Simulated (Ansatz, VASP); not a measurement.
**GaAs: VASP beside Ansatz**

Contents of POSCAR:

```
GaAs
1.0
    0.0000000000      2.6645247173      2.6645247173
    2.6645247173      0.0000000000      2.6645247173
    2.6645247173      2.6645247173      0.0000000000
Ga As
1 1
Direct
    0.0000000000      0.0000000000      0.0000000000
    0.5000000000      0.5000000000      0.5000000000
```

File INCAR.step1:

```
SYSTEM = GaAs
PREC     = Accurate       ! precision mode
ENCUT    = 520            ! plane-wave cutoff, eV
ISMEAR   = -1             ! smearing method
SIGMA    = 0.02           ! smearing width, eV
LREAL    = .FALSE.        ! projectors in reciprocal space
LASPH    = .TRUE.         ! aspherical terms in the spheres
NELM     = 100            ! most SCF steps
NBANDS   = 16             ! bands
GGA      = PE             ! functional
ALGO     = Normal         ! electronic algorithm
EDIFF    = 1E-4           ! SCF threshold, eV
LWAVE    = .TRUE.         ! write WAVECAR
LCHARG   = .FALSE.        ! write CHGCAR
```

File INCAR.step2:

```
SYSTEM = GaAs
PREC     = Accurate       ! precision mode
ENCUT    = 520            ! plane-wave cutoff, eV
EDIFF    = 1E-7           ! SCF threshold, eV
ISMEAR   = -1             ! smearing method
SIGMA    = 0.02           ! smearing width, eV
LREAL    = .FALSE.        ! projectors in reciprocal space
LASPH    = .TRUE.         ! aspherical terms in the spheres
NELM     = 100            ! most SCF steps
ALGO     = Normal         ! electronic algorithm
ISIF     = 2              ! what is computed and relaxed
LWAVE    = .FALSE.        ! write WAVECAR
LCHARG   = .FALSE.        ! write CHGCAR
METAGGA  = R2SCAN         ! meta-GGA
LMIXTAU  = .TRUE.       
NBANDS   = 16             ! bands
ISTART   = 1
```

The input KPOINTS:

```
regular mesh
0
G
  6 6 6
  0 0 0
```

Input for Ansatz:

```yaml
crystal:
  lattice:
    - [0.0, 2.6645247173, 2.6645247173]
    - [2.6645247173, 0.0, 2.6645247173]
    - [2.6645247173, 2.6645247173, 0.0]
  atoms:
    - { symbol: Ga, position: [0.0, 0.0, 0.0] }
    - { symbol: As, position: [0.5, 0.5, 0.5] }
kpoints:
  mp_grid: { grid: [6, 6, 6] }
hamiltonian:
  xc: r2scan
scf:
  occupations: { method: fermi_dirac, width: 0.02 }
  n_extra_bands: 4
  max_iter: 61
output:
  forces: true
  stress: true
  eigenvalues: true
basis:
  ecutrho_ratio: 12
```

Alike in both runs: task single point; functional r2SCAN; k mesh 6 × 6 × 6; occupations fermi-dirac, width 0.02 eV; no spin polarisation.

```csv
,VASP,Ansatz
version,VASP 6.6.1,Ansatz 0.2.0
potentials or method,"VASP PAW PBE potentials, release 64 (Ga_d, As)",plane waves
plane-wave cutoff (eV),520,500
valence electrons in the cell,18,28
```

|  | VASP | Ansatz | Ansatz less VASP |
| --- | --- | --- | --- |
| pressure (GPa) | -0.2 | -0.2 | -0.04 |

The two sets of potentials don't hold the same shells in valence.

Caveats: the PAW data sets were made with another functional, which shifts forces and pressure a little (VASP).
